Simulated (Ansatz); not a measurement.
# Thickness series of a Zr/SiC/Zr junction, part 5 of 6

Aim: the conductance of Zr/SiC/Zr junctions as the barrier thickens. Both electrodes are Zr hcp(0001); the barrier is SiC wurtzite(0001) (whole bilayers). In the first transport cell, after relaxation, the nearest pair of electrode and barrier is Zr–C at 2.49 Å, at a slant, at the lower face and Zr–Si at 2.81 Å, at a slant, at the upper one. All share a net of side 3.09 Å, which strains the lower electrode by -4.3 % and the barrier by +0.0 %, against typed lattice constants near PBE's. The first steps treat the bulk electrodes alone.

Ansatz 0.2.0; PBE DFT, plane waves, PAW files (the session's first sound run).

So far, transmission at the Fermi level (a spin, zone mean): step 4 (transmission over a wide range of energy) 0.00631; step 5 (conductance on a fine mesh, atomic planes in the barrier 4, gap between the …) 0.135; step 6 (conductance, 30 atoms) 0.00675. Also channels of the lower lead: step 4 0.868; step 6 0.799.

## Step 7: Conductance on a fine mesh, atomic planes in the barrier 12, gap between the electrodes 17.24 Å

Level of this step: PBE DFT, plane waves, PAW files; ballistic transmission by layer matching between semi-infinite leads (Ansatz).

System of this step: Zr/SiC/Zr. The cell holds 34 atoms: 22 Zr, 6 C and 6 Si. Its edges and angles: a = 3.090 Å, b = 3.090 Å, c = 85.398 Å, α = 90.0°, β = 90.0°, γ = 120.0°. Regions: left electrode, 11 atoms (11 Zr); barrier, 12 atoms (6 C and 6 Si); right electrode, 11 atoms (11 Zr). Vacuum lies along c.

Barrier layers are added or taken out in the middle, and the relaxed faces stay.

Input file input.yaml:

```yaml
crystal:
  lattice:
    - [3.09, 0.0, 0.0]
    - [-1.545, 2.6760184977, 0.0]
    - [0.0, 0.0, 85.3976318228]
  atoms:
    - { symbol: Zr, position: [0.33333333, 0.66666667, 0.0819694862] }
    - { symbol: Zr, position: [0.0, 0.0, 0.1136526726] }
    - { symbol: Zr, position: [0.33333333, 0.66666667, 0.1453358591] }
    - { symbol: Zr, position: [0.0, 0.0, 0.1770190455] }
    - { symbol: Zr, position: [0.33333333, 0.66666667, 0.208702232] }
    - { symbol: Zr, position: [0.0, 0.0, 0.2403854184] }
    - { symbol: Zr, position: [0.33333333, 0.66666667, 0.2720686049] }
    - { symbol: Zr, position: [0.0, 0.0, 0.3037517913] }
    - { symbol: Zr, position: [0.33333333, 0.66666667, 0.3354349778] }
    - { symbol: Zr, position: [0.0, 0.0, 0.3671181643] }
    - { symbol: Zr, position: [0.33333333, 0.66666667, 0.3990404012] }
    - { symbol: C, position: [0.66666667, 0.33333333, 0.4193482938] }
    - { symbol: Si, position: [0.0, 0.0, 0.4269223611] }
    - { symbol: C, position: [0.0, 0.0, 0.4491980195] }
    - { symbol: Si, position: [0.66666667, 0.33333333, 0.4565793324] }
    - { symbol: C, position: [0.66666667, 0.33333333, 0.4788810753] }
    - { symbol: Si, position: [0.0, 0.0, 0.4863102623] }
    - { symbol: C, position: [0.0, 0.0, 0.5085619997] }
    - { symbol: Si, position: [0.66666667, 0.33333333, 0.5159433126] }
    - { symbol: C, position: [0.66666667, 0.33333333, 0.5382450555] }
    - { symbol: Si, position: [0.0, 0.0, 0.5456742425] }
    - { symbol: C, position: [0.0, 0.0, 0.5679259799] }
    - { symbol: Si, position: [0.66666667, 0.33333333, 0.5755004201] }
    - { symbol: Zr, position: [0.0, 0.0, 0.6009662103] }
    - { symbol: Zr, position: [0.66666667, 0.33333333, 0.6328818357] }
    - { symbol: Zr, position: [0.0, 0.0, 0.6645650222] }
    - { symbol: Zr, position: [0.66666667, 0.33333333, 0.6962482087] }
    - { symbol: Zr, position: [0.0, 0.0, 0.7279313951] }
    - { symbol: Zr, position: [0.66666667, 0.33333333, 0.7596145816] }
    - { symbol: Zr, position: [0.0, 0.0, 0.791297768] }
    - { symbol: Zr, position: [0.66666667, 0.33333333, 0.8229809545] }
    - { symbol: Zr, position: [0.0, 0.0, 0.8546641409] }
    - { symbol: Zr, position: [0.66666667, 0.33333333, 0.8863473274] }
    - { symbol: Zr, position: [0.0, 0.0, 0.9180305138] }
kpoints:
  mp_grid: { grid: [12, 12, 1] }
scf:
  occupations: { method: fermi_dirac, width: 0.1 }
  max_iter: 150
hamiltonian:
  xc: pbe
output:
  transmission:
    kmesh: [30, 30]
    e_range: [-0.26, 0.27]
    de: 0.0375
    leads: [[4, 6], [28, 30]]
```

Command:

```sh
> ansatz run input.yaml --threads 4 --pin off --max-ram 12288MiB --backend cpu --events-out ev --progress --plain --runs-dir out
```

Numbers of over 12 decimals in the logs are rounded to 6 here.

What it wrote:

```text
[...]
Crystal: 34 atoms, lattice volume = 706.144 Å³
Basis set: ecut = 420 eV, 13737 PW (Γ)
Bands: 190, of which v1, the nominal top of the filled ones, is band 156 counted from 1 (155 counted from 0)
Symmetry: 6 space group operations
[...]
k-points: 19 of 144 (time reversal used)
[...]
channels       : 7.988889e-1 a spin
[...]
slowest decay  : 0.0058 /Å at (0.1333, 0.1000)
[...]
filled         : 33.9 meV under the level at which it is neutral
    channels       : 7.988889e-1 a spin
[...]
slowest decay  : 0.0092 /Å at (0.1333, 0.1000)
  junction   : crystal 0 to crystal 1, 19.87 to 61.51 Å
    transmission   : 2.977438e-4 a spin
[...]
resistance     : 3.5363e0 Ω µm² beyond half of each lead's own
[key lines of the parts left out:]
SCF converged after 12 iterations
Free energy (F): -97365.226720 eV
Fermi energy:    11.606891 eV
```

Wall time 9.6 min (4 threads of Arm Neoverse V1, shared host); peak memory 3.7 GiB; 25 min of CPU time.

G = 2.8e11 S/m² (1/G = 3.54 Ω µm²), 0.045 times the step before of this kind. Apart from band edges and resonances, the largest error estimate is 26 %, from the leads' potential steps. For edges and narrow resonances that could lie between the energies solved the program puts 42 %, while dropping every other energy moves G by 0.1 %. In the worse lead the potential repeats within 58 meV, which the program flags as too much for a lead, so G carries that doubt.

## Step 8: Conductance on a fine mesh, atomic planes in the barrier 16, gap between the electrodes 22.31 Å

System of this step: Zr/SiC/Zr. The cell holds 38 atoms: 22 Zr, 8 C and 8 Si. Its edges and angles: a = 3.090 Å, b = 3.090 Å, c = 90.467 Å, α = 90.0°, β = 90.0°, γ = 120.0°. Regions: left electrode, 11 atoms (11 Zr); barrier, 16 atoms (8 C and 8 Si); right electrode, 11 atoms (11 Zr). Vacuum lies along c.

Barrier layers are added or taken out in the middle, and the relaxed faces stay.

Input file input.yaml:

```yaml
crystal:
  lattice:
    - [3.09, 0.0, 0.0]
    - [-1.545, 2.6760184977, 0.0]
    - [0.0, 0.0, 90.4671751508]
  atoms:
    - { symbol: Zr, position: [0.33333333, 0.66666667, 0.077376131] }
    - { symbol: Zr, position: [0.0, 0.0, 0.1072838748] }
    - { symbol: Zr, position: [0.33333333, 0.66666667, 0.1371916185] }
    - { symbol: Zr, position: [0.0, 0.0, 0.1670993623] }
    - { symbol: Zr, position: [0.33333333, 0.66666667, 0.197007106] }
    - { symbol: Zr, position: [0.0, 0.0, 0.2269148498] }
    - { symbol: Zr, position: [0.33333333, 0.66666667, 0.2568225935] }
    - { symbol: Zr, position: [0.0, 0.0, 0.2867303373] }
    - { symbol: Zr, position: [0.33333333, 0.66666667, 0.316638081] }
    - { symbol: Zr, position: [0.0, 0.0, 0.3465458248] }
    - { symbol: Zr, position: [0.33333333, 0.66666667, 0.3766792232] }
    - { symbol: C, position: [0.66666667, 0.33333333, 0.3958491147] }
    - { symbol: Si, position: [0.0, 0.0, 0.4029987512] }
    - { symbol: C, position: [0.0, 0.0, 0.4240261401] }
    - { symbol: Si, position: [0.66666667, 0.33333333, 0.4309938236] }
    - { symbol: C, position: [0.66666667, 0.33333333, 0.4520458352] }
    - { symbol: Si, position: [0.0, 0.0, 0.4590587101] }
    - { symbol: C, position: [0.0, 0.0, 0.4800635185] }
    - { symbol: Si, position: [0.66666667, 0.33333333, 0.487031202] }
    - { symbol: C, position: [0.66666667, 0.33333333, 0.5080832137] }
    - { symbol: Si, position: [0.0, 0.0, 0.5150960885] }
    - { symbol: C, position: [0.0, 0.0, 0.5361008969] }
    - { symbol: Si, position: [0.66666667, 0.33333333, 0.5430685804] }
    - { symbol: C, position: [0.66666667, 0.33333333, 0.5641205921] }
    - { symbol: Si, position: [0.0, 0.0, 0.5711334669] }
    - { symbol: C, position: [0.0, 0.0, 0.5921382753] }
    - { symbol: Si, position: [0.66666667, 0.33333333, 0.5992882637] }
    - { symbol: Zr, position: [0.0, 0.0, 0.6233270178] }
    - { symbol: Zr, position: [0.66666667, 0.33333333, 0.6534541752] }
    - { symbol: Zr, position: [0.0, 0.0, 0.683361919] }
    - { symbol: Zr, position: [0.66666667, 0.33333333, 0.7132696627] }
    - { symbol: Zr, position: [0.0, 0.0, 0.7431774065] }
    - { symbol: Zr, position: [0.66666667, 0.33333333, 0.7730851502] }
    - { symbol: Zr, position: [0.0, 0.0, 0.802992894] }
    - { symbol: Zr, position: [0.66666667, 0.33333333, 0.8329006377] }
    - { symbol: Zr, position: [0.0, 0.0, 0.8628083815] }
    - { symbol: Zr, position: [0.66666667, 0.33333333, 0.8927161252] }
    - { symbol: Zr, position: [0.0, 0.0, 0.922623869] }
kpoints:
  mp_grid: { grid: [12, 12, 1] }
scf:
  occupations: { method: fermi_dirac, width: 0.1 }
  max_iter: 150
hamiltonian:
  xc: pbe
output:
  transmission:
    kmesh: [30, 30]
    e_range: [-0.26, 0.27]
    de: 0.0375
    leads: [[4, 6], [32, 34]]
```

What it wrote:

```text
[...]
Crystal: 38 atoms, lattice volume = 748.064 Å³
Basis set: ecut = 420 eV, 14547 PW (Γ)
Bands: 202, of which v1, the nominal top of the filled ones, is band 164 counted from 1 (163 counted from 0)
Symmetry: 6 space group operations
[...]
k-points: 19 of 144 (time reversal used)
[...]
channels       : 7.988889e-1 a spin
[...]
slowest decay  : 0.0057 /Å at (0.1333, 0.1000)
[...]
filled         : 33.9 meV under the level at which it is neutral
    channels       : 7.988889e-1 a spin
[...]
slowest decay  : 0.0092 /Å at (0.1333, 0.1000)
  junction   : crystal 0 to crystal 1, 19.87 to 66.58 Å
    transmission   : 1.802657e-5 a spin
[...]
resistance     : 5.9113e1 Ω µm² beyond half of each lead's own
[key lines of the parts left out:]
SCF converged after 13 iterations
Free energy (F): -99139.534985 eV
Fermi energy:    11.573306 eV
```

It took 10 min on 4 threads; peak memory 4.1 GiB; 31 min of CPU time.

G = 1.7e10 S/m² (1/G = 59.1 Ω µm²), 0.060 times the step before of this kind. Apart from band edges and resonances, the largest error estimate is 28 %, from the leads' potential steps. For edges and narrow resonances that could lie between the energies solved the program puts 994 %, while dropping every other energy moves G by 0.2 %. In the worse lead the potential repeats within 58 meV, which the program flags as too much for a lead, so G carries that doubt.

## Step 9: The series together

Times are for 4 threads of Arm Neoverse V1, shared host. The runs compared:

| no. | gap between the electrodes (Å) | junction conductance (S/m²) | resistance-area product beyond the leads (Ω um²) | time | memory (GiB) |
| --- | --- | --- | --- | --- | --- |
| 1 | 7.1 | 1.28e14 | 0.006454 | 7.2 min | 3.0 |
| 2 | 12.17 | 6.34e12 | 0.1564 | 8.4 min | 3.3 |
| 3 | 17.24 | 2.83e11 | 3.536 | 9.6 min | 3.7 |
| 4 | 22.31 | 1.69e10 | 59.11 | 10 min | 4.1 |

The runs together. Transmission, zone mean against energy, zero at the Fermi level:

```
energy (eV)    7.1    12.17   17.24   22.31
     -0.260  0.116  0.00760  3.8e-4  2.6e-5
     -0.223  0.116  0.00738  3.5e-4  2.3e-5
     -0.185  0.114  0.00706  3.2e-4  2.1e-5
     -0.147  0.108  0.00674  3.0e-4  2.0e-5
     -0.110  0.112  0.00673  2.9e-4  1.9e-5
     -0.072  0.118  0.00692  2.8e-4  1.8e-5
     -0.035  0.113  0.00657  2.9e-4  1.8e-5
      0.003  0.135  0.00675  3.0e-4  1.8e-5
      0.040  0.173  0.00727  3.4e-4  1.8e-5
      0.077  0.158  0.00687  3.3e-4  1.8e-5
      0.115  0.160  0.00734  3.5e-4  2.0e-5
      0.152  0.159  0.00724  3.5e-4  2.0e-5
      0.190  0.137  0.00628  3.2e-4  1.8e-5
      0.228  0.137  0.00562  2.9e-4  1.6e-5
      0.265  0.124  0.00388  2.0e-4  1.1e-5
```

## Step 10: Decay with thickness

This step: Fit of the logarithm of the conductance against the barrier's thickness, from PBE DFT, plane waves, PAW files (Ansatz 0.2.0).

No new run: the logarithm is fitted against the thickness.

This step gave:

| Quantity | Value |
| --- | --- |
| decay constant of the conductance | 0.59 Å⁻¹ |
| r.m.s. misfit of ln G | 0.07 |

From the end points alone, β = ln(1.28e+14 / 1.69e+10) / 15.21 Å = 8.94 / 15.21 Å = 0.59 Å⁻¹. One end point carries an error estimate of 50 %; a factor of 1.5 on it would move β by 0.03 Å⁻¹.

## Step 11: A check of the settings, 30 atoms

This step: PBE DFT, plane waves, PAW files; ballistic transmission by layer matching between semi-infinite leads; changed: scf.NELM = 400 (Ansatz 0.2.0).

System of this step: Zr/SiC/Zr. The cell holds 30 atoms: 22 Zr, 4 C and 4 Si. Cell: a = 3.090 Å, b = 3.090 Å, c = 80.328 Å, α = 90.0°, β = 90.0°, γ = 120.0°. Regions: left electrode, 11 atoms (11 Zr); barrier, 8 atoms (4 C and 4 Si); right electrode, 11 atoms (11 Zr). Vacuum lies along c.

This run repeats an earlier one, its twin (the spectrum run, 8 atomic planes between the electrodes), with one setting changed (scf.NELM; files written aside). The setting was drawn as a possible misstep, on purpose. Where the input is shown as a difference, that is against the step before, not the twin.

Input file input.yaml:

```yaml
crystal:
  lattice:
    - [3.09, 0.0, 0.0]
    - [-1.545, 2.6760184977, 0.0]
    - [0.0, 0.0, 80.3280884947]
  atoms:
    - { symbol: Zr, position: [0.33333333, 0.66666667, 0.0871426189] }
    - { symbol: Zr, position: [0.0, 0.0, 0.1208253461] }
    - { symbol: Zr, position: [0.33333333, 0.66666667, 0.1545080733] }
    - { symbol: Zr, position: [0.0, 0.0, 0.1881908005] }
    - { symbol: Zr, position: [0.33333333, 0.66666667, 0.2218735277] }
    - { symbol: Zr, position: [0.0, 0.0, 0.2555562549] }
    - { symbol: Zr, position: [0.33333333, 0.66666667, 0.2892389821] }
    - { symbol: Zr, position: [0.0, 0.0, 0.3229217093] }
    - { symbol: Zr, position: [0.33333333, 0.66666667, 0.3566044365] }
    - { symbol: Zr, position: [0.0, 0.0, 0.3902871637] }
    - { symbol: Zr, position: [0.33333333, 0.66666667, 0.424224028] }
    - { symbol: C, position: [0.66666667, 0.33333333, 0.4458135612] }
    - { symbol: Si, position: [0.0, 0.0, 0.4538656315] }
    - { symbol: C, position: [0.0, 0.0, 0.4775471171] }
    - { symbol: Si, position: [0.66666667, 0.33333333, 0.4853942681] }
    - { symbol: C, position: [0.66666667, 0.33333333, 0.5091034845] }
    - { symbol: Si, position: [0.0, 0.0, 0.517001531] }
    - { symbol: C, position: [0.0, 0.0, 0.540657586] }
    - { symbol: Si, position: [0.66666667, 0.33333333, 0.5487100526] }
    - { symbol: Zr, position: [0.0, 0.0, 0.5757830008] }
    - { symbol: Zr, position: [0.66666667, 0.33333333, 0.6097128363] }
    - { symbol: Zr, position: [0.0, 0.0, 0.6433955635] }
    - { symbol: Zr, position: [0.66666667, 0.33333333, 0.6770782907] }
    - { symbol: Zr, position: [0.0, 0.0, 0.7107610179] }
    - { symbol: Zr, position: [0.66666667, 0.33333333, 0.7444437451] }
    - { symbol: Zr, position: [0.0, 0.0, 0.7781264723] }
    - { symbol: Zr, position: [0.66666667, 0.33333333, 0.8118091995] }
    - { symbol: Zr, position: [0.0, 0.0, 0.8454919267] }
    - { symbol: Zr, position: [0.66666667, 0.33333333, 0.8791746539] }
    - { symbol: Zr, position: [0.0, 0.0, 0.9128573811] }
kpoints:
  mp_grid: { grid: [12, 12, 1] }
scf:
  occupations: { method: fermi_dirac, width: 0.1 }
  max_iter: 150
  NELM: 400
hamiltonian:
  xc: pbe
output:
  transmission:
    kmesh: [12, 12]
    e_range: [-2.5, 2.5]
    de: 0.1
    leads: [[4, 6], [24, 26]]
  dos: { projected: true, e_range: [-6, 5], de: 0.05 }
  write_potential: true
  write_density: true
  volumetric_format: npy
```

What it wrote:

```text
Error: YAML parse error: error: line 42 column 3: unknown field `NELM`, expected one of max_iter, algorithm, n_extra_bands, self_checks, convergence, lower_state_search, omitted_lower_state_checks, lower_solution_reach, mixing, occupations, eigensolver, initial_density, exx
  --> <input>:42:3
   |
40 |   occupations: { method: fermi_dirac, width: 0.1 }
41 |   max_iter: 150
42 |   NELM: 400
   |   ^ unknown field `NELM`, expected one of max_iter, algorithm, n_extra_bands, self_checks, convergence, lower_state_search, omitted_lower_state_checks, lower_solution_reach, mixing, occupations, eigensolver, initial_density, exx
43 | hamiltonian:
44 |   xc: pbe
   |
```

It took 0.02 s on 4 threads; peak memory 0.021 GiB.

The program refused the input before any cycle.

The program's message: “Error: YAML parse error: error: line 42 column 3: unknown field `NELM`, expected one of max_iter, algorithm, n_extra_bands, self_checks, convergence, lower_state_search, omitted_lower_state_checks, lo …”

The change that led to it: scf.NELM = 400.

[end of part 5 of 6]

[Logs are printed without paths, hosts, clocks, repeated set-up lines and the standing remarks that a program may print on its own settings, such as how far it seeks lower states.]

[Hosts, paths, dates, database ids (printed as entryN), source tags and the programs' standing remarks are cut or masked in the printed files.]
